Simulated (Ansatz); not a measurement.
AlN and the effect of the share of exact exchange

The structure is hexagonal, space group P6_3mc (No. 186). Conventional cell: a = 3.113 Å, b = 3.113 Å, c = 4.981 Å, α = 90.00°, β = 90.00°, γ = 120.00°. Al (site symmetry 3m) is surrounded by 4 N at 1.89 Å. N (site symmetry 3m) is surrounded by 4 Al at 1.89 Å.

Kept alike: task single point; k mesh 6 × 6 × 3; occupations fermi-dirac, width 0.05 eV; no spin polarisation. Program: Ansatz, Ansatz PAW, cutoff 420 eV. The mesh is that of the run's cell of 4 atoms. No spin-orbit coupling.

| share of exact exchange, α | pressure (GPa) |
| --- | --- |
| 0 | 3.71 |
| 0.1 | 1.55 |
| 0.15 | 0.50 |
| 0.25 | -1.57 |
| 0.35 | -3.58 |
| 0.5 | -6.49 |

The k mesh is coarse, so the values aren't converged. Pressure is positive in compression, with a Pulay correction for the finite cutoff. The exact exchange is short-ranged, of HSE form. All rows use potentials made for PBE. The mesh is thin for exact exchange.

What does the share of exact exchange change here?

The pressure falls from 3.71 to -6.49 GPa between 0 and 0.5. Exact exchange shortens the bonds here, so the pressure at fixed cell falls.
